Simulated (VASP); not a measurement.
# MnO (Fm-3m) in VASP: settings compared

One crystal, MnO, is run at these levels: r2SCAN+U, PBE, LDA+U; tasks: single point, relaxation of the atoms.

Program: VASP 6.6.1. These are calculated values, not measurements. Logs are shortened: lines on timing, memory, paths and dates and some standing lists are left out, and cuts for length are marked.

### Step 1. The crystal as given

The structure is cubic, space group Fm-3m (No. 225). Conventional cell: a = 4.444 Å, b = 4.444 Å, c = 4.444 Å, α = 90.00°, β = 90.00°, γ = 90.00°. Mn (site symmetry m-3m) is surrounded by 6 O at 2.22 Å. Around O (site symmetry m-3m) lie 6 Mn at 2.22 Å.

### Step 2. Single point, r2SCAN+U, collinear spin, ferromagnetic start

INCAR

```
SYSTEM = MnO
PREC = Accurate
ENCUT = 520
EDIFF = 1E-6
ISMEAR = -1
SIGMA = 0.05
LREAL = .False.
LASPH = .True.
NELM = 150
ALGO = Normal
ISIF = 2
LWAVE = .False.
LCHARG = .False.
ISPIN = 2
MAGMOM = 4 0
LORBIT = 11
LMAXMIX = 4
LDAU = .True.
LDAUTYPE = 2
LDAUL = 2 -1
LDAUU = 6 0
LDAUJ = 0 0
LDAUPRINT = 1
METAGGA = R2SCAN
LMIXTAU = .True.
```

KPOINTS

```
regular mesh
0
Gamma
  7 7 7
  0 0 0
```

POSCAR

```
MnO
1.0
    0.0000000000      2.2220003300      2.2220003300
    2.2220003300      0.0000000000      2.2220003300
    2.2220003300      2.2220003300      0.0000000000
Mn O
1 1
Direct
    0.0000000000      0.0000000000      0.0000000000
    0.5000000000      0.5000000000      0.5000000000
```

Potentials or basis: VASP PAW PBE potentials, release 64 (Mn_pv, O).

The run is started by

```bash
$ cat potpaw_PBE.64/Mn_pv/POTCAR potpaw_PBE.64/O/POTCAR > POTCAR
$ mpirun -np 1 vasp_std > vasp.out
```

OUTCAR:

```text
SYSTEM = MnO
   PREC = Accurate
   ENCUT = 520
   EDIFF = 1E-6
   ISMEAR = -1
   LREAL = .False.
   LASPH = .True.
   NELM = 150
   ISIF = 2
   ISPIN = 2
   LORBIT = 11
   METAGGA = R2SCAN

 ion  position               nearest neighbor table
   1  0.000  0.000  0.000-   2 2.22   2 2.22   2 2.22   2 2.22   2 2.22   2 2.22
   2  0.500  0.500  0.500-   1 2.22   1 2.22   1 2.22   1 2.22   1 2.22   1 2.22

  LATTYP: Found a face centered cubic cell.
 ALAT       =     4.4440006600

  Lattice vectors:

 A1 = (   0.0000000000,   2.2220003300,   2.2220003300)
 A2 = (   2.2220003300,   0.0000000000,   2.2220003300)
 A3 = (   2.2220003300,   2.2220003300,   0.0000000000)

Analysis of symmetry for initial positions (statically):
=====================================================================
 Subroutine PRICEL returns:
 Original cell was already a primitive cell.

 Routine SETGRP: Setting up the symmetry group for a
 face centered cubic supercell.

 Subroutine GETGRP returns: Found 48 space group operations
 (whereof 48 operations were pure point group operations)
 out of a pool of 48 trial point group operations.

The static configuration has the point symmetry O_h .

Analysis of symmetry for dynamics (positions and initial velocities):
=====================================================================
 Subroutine PRICEL returns:
 Original cell was already a primitive cell.

 Routine SETGRP: Setting up the symmetry group for a
 face centered cubic supercell.

 Subroutine GETGRP returns: Found 48 space group operations
 (whereof 48 operations were pure point group operations)
 out of a pool of 48 trial point group operations.

The dynamic configuration has the point symmetry O_h .

Analysis of structural, dynamic, and magnetic symmetry:
=====================================================================
 Subroutine PRICEL returns:
 Original cell was already a primitive cell.

 Routine SETGRP: Setting up the symmetry group for a
 face centered cubic supercell.

 Subroutine GETGRP returns: Found 48 space group operations
 (whereof 48 operations were pure point group operations)
 out of a pool of 48 trial point group operations.

The overall configuration has the point symmetry O_h .

 Subroutine INISYM returns: Found 48 space group operations
 (whereof 48 operations are pure point group operations),
 and found     1 'primitive' translations

----------------------------------------------------------------------------------------

                                     Primitive cell

  volume of cell :      21.9413

  direct lattice vectors                    reciprocal lattice vectors
     0.000000000  2.222000330  2.222000330    -0.225022469  0.225022469  0.225022469
[... 171 lines left out ...]
 Fermi energy:         6.7905642726

 spin component 1

 k-point     1 :       0.0000    0.0000    0.0000
  band No.  band energies     occupation
      1     -45.2210      1.00000
      2     -45.2210      1.00000
      3     -45.2209      1.00000
      4     -13.6316      1.00000
      5       1.2968      1.00000
      6       1.2968      1.00000
      7       1.2968      1.00000
      8       1.4976      1.00000
      9       1.4976      1.00000
     10       3.8225      1.00000
     11       3.8225      1.00000
     12       3.8225      1.00000
[... 330 lines left out ...]
      1     -45.2615      1.00000
      2     -45.2588      1.00000
      3     -45.2406      1.00000
      4     -12.7135      1.00000
      5      -0.1931      1.00000
      6       0.2097      1.00000
      7       0.2422      1.00000
      8       2.0097      1.00000
      9       2.1623      1.00000
     10       2.9748      1.00000
     11       3.2227      1.00000
     12       4.7273      1.00000
     13      15.0398      0.00000
     14      15.6888      0.00000
     15      16.1153      0.00000
 Fermi energy:         6.7905642726

 spin component 2

 k-point     1 :       0.0000    0.0000    0.0000
  band No.  band energies     occupation
      1     -38.6546      1.00000
      2     -38.6546      1.00000
      3     -38.6544      1.00000
      4     -13.3233      1.00000
      5       4.1317      1.00000
      6       4.1317      1.00000
      7       4.1317      1.00000
      8       9.0618      0.00000
      9      11.8085      0.00000
     10      11.8085      0.00000
     11      11.8085      0.00000
     12      12.5661      0.00000
[... 331 lines left out ...]
      2     -38.7075      1.00000
      3     -38.6814      1.00000
      4     -12.2456      1.00000
      5       1.6462      1.00000
      6       1.7133      1.00000
      7       2.7342      1.00000
      8      11.6306      0.00000
      9      12.5460      0.00000
     10      13.4367      0.00000
     11      13.9764      0.00000
     12      14.1449      0.00000
     13      17.6538      0.00000
     14      18.5087      0.00000
     15      18.5857      0.00000

------------------------ aborting loop because EDIFF is reached ----------------------------------------

  FORCE on cell =-STRESS in cart. coord.  units (eV):
  Direction    XX          YY          ZZ          XY          YZ          ZX
  --------------------------------------------------------------------------------------
  -------------------------------------------------------------------------------------
  Total        0.6534074      0.6534074      0.6534074      0.0000000      0.0000000      0.0000000
  in kB       47.7125094     47.7125094     47.7125094      0.0000000      0.0000000      0.0000000
  external PRESSURE =      47.7125094 kB  Pullay stress =       0.0000000 kB

 VOLUME and BASIS-vectors are now :
 -----------------------------------------------------------------------------
  energy-cutoff  :      520.00
  volume of cell :       21.94
      direct lattice vectors                 reciprocal lattice vectors
     0.000000000  2.222000330  2.222000330    -0.225022469  0.225022469  0.225022469
     2.222000330  0.000000000  2.222000330     0.225022469 -0.225022469  0.225022469
     2.222000330  2.222000330  0.000000000     0.225022469  0.225022469 -0.225022469

 POSITION                                       TOTAL-FORCE (eV/Angst)
 -----------------------------------------------------------------------------------
      0.00000      0.00000      0.00000        -0.000000     -0.000000     -0.000000
      2.22200      2.22200      2.22200         0.000000      0.000000      0.000000
 -----------------------------------------------------------------------------------
    total drift:                                0.000000     -0.000000     -0.000000

  FREE ENERGIE OF THE ION-ELECTRON SYSTEM (eV)
  ---------------------------------------------------
  free  energy   TOTEN  =       -23.3199724044 eV

  energy  without entropy=      -23.3199723676  energy(sigma->0) =      -23.31997239

 total charge

# of ion       s       p       d       tot
------------------------------------------
    1        0.210   6.176   4.960  11.347
    2        1.555   3.502   0.000   5.057
--------------------------------------------------
tot          1.766   9.678   4.960  16.404

 magnetization (x)

# of ion       s       p       d       tot
------------------------------------------
    1        0.028   0.024   4.657   4.710
    2        0.021   0.095   0.000   0.117
--------------------------------------------------
tot          0.050   0.120   4.657   4.826
```

OSZICAR:

```text
N       E                     dE             d eps       ncg     rms          rms(c)
DAV:   1     0.158857245798E+03    0.15886E+03   -0.11498E+04  1200   0.152E+03
DAV:   2    -0.186322026640E+02   -0.17749E+03   -0.16781E+03  1284   0.400E+02
DAV:   3    -0.265665135789E+02   -0.79343E+01   -0.79006E+01  1347   0.946E+01
DAV:   4    -0.266359600420E+02   -0.69446E-01   -0.69439E-01  1382   0.917E+00
DAV:   5    -0.266369251551E+02   -0.96511E-03   -0.96511E-03  1375   0.106E+00    0.145E+01
DAV:   6    -0.222702721368E+02    0.43667E+01   -0.16295E+01  1268   0.529E+01    0.172E+01
DAV:   7    -0.230476248230E+02   -0.77735E+00   -0.20973E+00  1200   0.183E+01    0.106E+01
DAV:   8    -0.232869423490E+02   -0.23932E+00   -0.41461E-01  1200   0.723E+00    0.647E+00
DAV:   9    -0.233265197490E+02   -0.39577E-01   -0.87050E-02  1207   0.497E+00    0.827E-01
DAV:  10    -0.233189950632E+02    0.75247E-02   -0.47812E-02  1265   0.267E+00    0.226E-01
DAV:  11    -0.233198145564E+02   -0.81949E-03   -0.46065E-03  1242   0.837E-01    0.142E-01
DAV:  12    -0.233198898307E+02   -0.75274E-04   -0.29083E-04  1214   0.183E-01    0.715E-02
DAV:  13    -0.233200015715E+02   -0.11174E-03   -0.36304E-04  1221   0.183E-01    0.448E-02
DAV:  14    -0.233199963098E+02    0.52616E-05   -0.14699E-05  1263   0.517E-02    0.335E-02
DAV:  15    -0.233199688170E+02    0.27493E-04   -0.26716E-05  1221   0.528E-02    0.908E-03
DAV:  16    -0.233199715468E+02   -0.27297E-05   -0.33305E-06  1144   0.190E-02    0.186E-03
DAV:  17    -0.233199724044E+02   -0.85762E-06   -0.13308E-07   600   0.432E-03
   1 F= -.23319972E+02 E0= -.23319972E+02  d E =-.367744E-07  mag=     5.0000
```

stdout:

```text
POSCAR found type information on POSCAR MnO
 POSCAR found :  2 types and       2 ions
 scaLAPACK will be used
 -----------------------------------------------------------------------------
|                                                                             |
|                                                                             |
|     You enforced a specific xc type in the INCAR file but a different       |
|     I HOPE YOU KNOW WHAT YOU ARE DOING!                                     |
|                                                                             |
 -----------------------------------------------------------------------------

 LDA part: xc-table for (None), standard interpolation
 POSCAR, INCAR and KPOINTS ok, starting setup
 FFT: planning ... GRIDC
 FFT: planning ... GRID_SOFT
 FFT: planning ... GRID
 WAVECAR not read
 entering main loop
```

Wall time 1.7 min (1 thread of AMD EPYC 7R43 (Zen 3), shared host); peak memory 0.11 GiB.

Results:

```yaml
Free_energy: -23.3200 eV
Pressure: 4.8 GPa
Band_gap_on_the_k_mesh: 1.33 eV, indirect (least direct gap 3.24 eV)
Net_moment: 5.00 μB per cell
Site_moments: Mn +4.71; O +0.12 μB
Valence_electrons_inside_the_program's_atomic_spheres: Mn 11.35; O 5.06
```

Eigenvalues of the final occupation matrices:
```csv
site,spin,trace,eigenvalues
site 1 d,1,4.82,0.95 0.95 0.95 0.99 0.99
site 1 d,2,0.16,0.01 0.01 0.01 0.06 0.06
```

Caveat: the PAW data sets were made with another functional, which shifts forces and pressure a little; an odd mesh through Γ misses points on the zone boundary, where band edges often lie; a cell with one magnetic atom can't hold antiferromagnetic order, which such compounds often take.

### Step 3. Single point, r2SCAN+U, collinear spin, ferromagnetic start

INCAR, as its differences from that of step 2:

```diff
@@ -20,3 +20,3 @@
 LDAUL = 2 -1
-LDAUU = 6 0
+LDAUU = 8 0
 LDAUJ = 0 0
```

KPOINTS is that of step 2.

POSCAR is that of step 2.

Potentials or basis: VASP PAW PBE potentials, release 64 (Mn_pv, O).

The run is started by

```bash
$ cat potpaw_PBE.64/Mn_pv/POTCAR potpaw_PBE.64/O/POTCAR > POTCAR
$ mpirun -np 1 vasp_std > vasp.out
```

Run time: 1.8 min. Hardware: 1 thread of AMD EPYC 7R43 (Zen 3), shared host; peak memory 0.11 GiB.

The run converged. Its results:

```yaml
Free_energy: -23.0217 eV
Pressure: 5.7 GPa
Band_gap_on_the_k_mesh: 1.65 eV, indirect (least direct gap 3.27 eV)
Net_moment: 5.00 μB per cell
Site_moments: Mn +4.75; O +0.09 μB
Valence_electrons_inside_the_program's_atomic_spheres: Mn 11.35; O 5.06
```

Levels at points of the mesh, in eV from the valence-band top:
Spin up:
```
           k point  band 10  band 11  band 12  band 13  band 14  band 15
(0.00, 0.00, 0.00)    -1.86    -1.86    -1.86     1.65    16.31    17.22
```
Spin down:
```
           k point  band 5  band 6  band 7  band 8  band 9  band 10
(0.00, 0.00, 0.00)   -1.62   -1.62   -1.62    3.32    6.89     6.89
```

Eigenvalues of the final occupation matrices:
```
    site  spin  trace               eigenvalues
site 1 d     1   4.85  0.96 0.96 0.96 0.99 0.99
site 1 d     2   0.14  0.01 0.01 0.01 0.05 0.05
```

Caveat: the PAW data sets were made with another functional, which shifts forces and pressure a little; an odd mesh through Γ misses points on the zone boundary, where band edges often lie; a cell with one magnetic atom can't hold antiferromagnetic order, which such compounds often take.

### Step 4. Relaxation of the atoms, PBE, collinear spin, ferromagnetic start, 10.53 Å³/atom (strain = -0.04)

INCAR

```
PREC = Accurate
ENCUT = 520
EDIFF = 1E-6
ISMEAR = -1
SIGMA = 0.05
LREAL = False
LASPH = True
NELM = 120
ALGO = Fast
ISIF = 2
LWAVE = False
LCHARG = False
ISPIN = 2
MAGMOM = 4 0
LORBIT = 11
LMAXMIX = 4
GGA = PE
IBRION = 2
NSW = 60
EDIFFG = -0.005
```

KPOINTS

```
regular mesh
0
Gamma
  7 7 7
```

POSCAR

```
MnO
1.0
    0.0000000000      2.2220003300      2.2220003300
    2.1331203168      0.0000000000      2.2220003300
    2.1331203168      2.2220003300      0.0000000000
Mn O
1 1
Direct
    0.0000000000      0.0000000000      0.0000000000
    0.5000000000      0.5000000000      0.5000000000
```

The run is started by

```bash
$ cat potpaw_PBE.64/Mn_pv/POTCAR potpaw_PBE.64/O/POTCAR > POTCAR
$ mpirun -np 1 vasp_std > vasp.out
```

Wall time 28 s (1 thread of AMD EPYC 7R13 (Zen 3), shared host); peak memory 0.13 GiB.

It converged, with:

```
Free energy                                           : -16.3972 eV
Pressure after relaxing                               : 5.2 GPa
Band gap on the k mesh                                : none (metal or under the smearing width)
Net moment                                            : 4.65 μB per cell
Site moments                                          : Mn +4.24; O +0.19 μB
Valence electrons inside the program's atomic spheres : Mn 11.40; O 4.99
```

Caveat: the relaxation stopped at its first step, so nothing moved; a cell with one magnetic atom can't hold antiferromagnetic order, which such compounds often take; semilocal functionals often make such compounds metallic where correlation or magnetic order opens a gap, which also shifts bond lengths.

### Step 5. Relaxation of the atoms, PBE, collinear spin, ferromagnetic start, 10.75 Å³/atom (strain = -0.02)

INCAR is that of step 4.

KPOINTS is that of step 4.

POSCAR

```
MnO
1.0
    0.0000000000      2.2220003300      2.2220003300
    2.1775603234      0.0000000000      2.2220003300
    2.1775603234      2.2220003300      0.0000000000
Mn O
1 1
Direct
    0.0000000000      0.0000000000      0.0000000000
    0.5000000000      0.5000000000      0.5000000000
```

The run is started by

```bash
$ cat potpaw_PBE.64/Mn_pv/POTCAR potpaw_PBE.64/O/POTCAR > POTCAR
$ mpirun -np 1 vasp_std > vasp.out
```

It took 27 s on 1 thread of AMD EPYC 7R13 (Zen 3), shared host; peak memory 0.12 GiB.

It converged, with:

* Free energy: -16.4087 eV
* Pressure after relaxing: 1.7 GPa
* Band gap on the k mesh: none (metal or under the smearing width)
* Net moment: 4.67 μB per cell
* Site moments: Mn +4.26; O +0.19 μB
* Valence electrons inside the program's atomic spheres: Mn 11.38; O 4.98

Caveat: the relaxation stopped at its first step, so nothing moved; a cell with one magnetic atom can't hold antiferromagnetic order, which such compounds often take; semilocal functionals often make such compounds metallic where correlation or magnetic order opens a gap, which also shifts bond lengths.

### Step 6. Single point, LDA+U, collinear spin, ferromagnetic start

INCAR

```
SYSTEM = MnO
PREC = Accurate
ENCUT = 520
EDIFF = 1E-6
ISMEAR = 0
SIGMA = 0.05
LREAL = .FALSE.
LASPH = .TRUE.
NELM = 100
ALGO = Normal
ISIF = 2
LWAVE = .FALSE.
LCHARG = .TRUE.
ISPIN = 2
MAGMOM = 4 0
LORBIT = 11
LMAXMIX = 4
LDAU = .TRUE.
LDAUTYPE = 2
LDAUL = 2 -1
LDAUU = 5 0
LDAUJ = 0 0
LDAUPRINT = 1
GGA = CA
LELF = .TRUE.
LVHAR = .TRUE.
```

KPOINTS

```
regular mesh
0
G
  7 7 7
  0 0 0
```

POSCAR

```
MnO
1.0
    0.0000000000      2.2220003300      2.2220003300
    2.2220003300      0.0000000000      2.2220003300
    2.2220003300      2.2220003300      0.0000000000
Mn O
1 1
Direct
    0.0000000000      0.0000000000      0.0000000000
    0.5000000000      0.5000000000      0.5000000000
```

Potentials or basis: VASP PAW LDA potentials, release 64 (Mn_pv, O).

The run is started by

```bash
$ cat potpaw_LDA.64/Mn_pv/POTCAR potpaw_LDA.64/O/POTCAR > POTCAR
$ mpirun -np 1 vasp_std > vasp.out
```

Run time: 7.4 s. Hardware: 1 thread of Intel Xeon Platinum 8559C (Emerald Rapids), shared host; peak memory 0.13 GiB.

It converged, with:

- Free energy: -16.2903 eV
- Pressure: -4.4 GPa
- Band gap on the k mesh: 0.52 eV, indirect (least direct gap 2.73 eV)
- Net moment: 5.00 μB per cell
- Site moments: Mn +4.62; O +0.15 μB
- Valence electrons inside the program's atomic spheres: Mn 11.37; O 4.98

Levels at points of the mesh, in eV from the valence-band top:
Spin up:
```
           k point  band 10  band 11  band 12  band 13  band 14  band 15
(0.00, 0.00, 0.00)    -2.59    -2.59    -2.59     0.52    14.75    16.24
```
Spin down:
| k point | band 4 | band 5 | band 6 | band 7 | band 8 | band 9 | band 10 | band 11 |
| --- | --- | --- | --- | --- | --- | --- | --- | --- |
| (0.00, 0.00, 0.00) | -18.44 | -2.21 | -2.21 | -2.21 | 1.62 | 3.48 | 3.48 | 3.48 |

Eigenvalues of the final occupation matrices:
```csv
site,spin,trace,eigenvalues
site 1 d,1,4.78,0.94 0.94 0.94 0.98 0.98
site 1 d,2,0.20,0.02 0.02 0.02 0.07 0.07
```

Caveat: an odd mesh through Γ misses points on the zone boundary, where band edges often lie; a cell with one magnetic atom can't hold antiferromagnetic order, which such compounds often take.

### Step 7. Overview

| level | potentials or basis | U | smearing | gap on the mesh (eV) | pressure (GPa) | moment (μB) |
| --- | --- | --- | --- | --- | --- | --- |
| r2SCAN+U | VASP PAW PBE potentials, release 64 (Mn_pv, O) | Mn d U = 6 eV | fermi-dirac 0.05 eV | 1.33 | 4.8 | 5.00 |
| r2SCAN+U | VASP PAW PBE potentials, release 64 (Mn_pv, O) | Mn d U = 8 eV | fermi-dirac 0.05 eV | 1.65 | 5.7 | 5.00 |
| LDA+U | VASP PAW LDA potentials, release 64 (Mn_pv, O) | Mn d U = 5 eV | gaussian 0.05 eV | 0.52 | -4.4 | 5.00 |

Alike in all rows: task single point; spin collinear, ferromagnetic start; cell as given; k mesh 7 × 7 × 7; cutoff (eV) 520.

Caveats: an odd mesh through Γ misses points on the zone boundary, where band edges often lie; a cell with one magnetic atom can't hold antiferromagnetic order, which such compounds often take; the PAW data sets were made with another functional, which shifts forces and pressure a little (some runs).

Absolute energies hang on the potentials; compare differences alone.
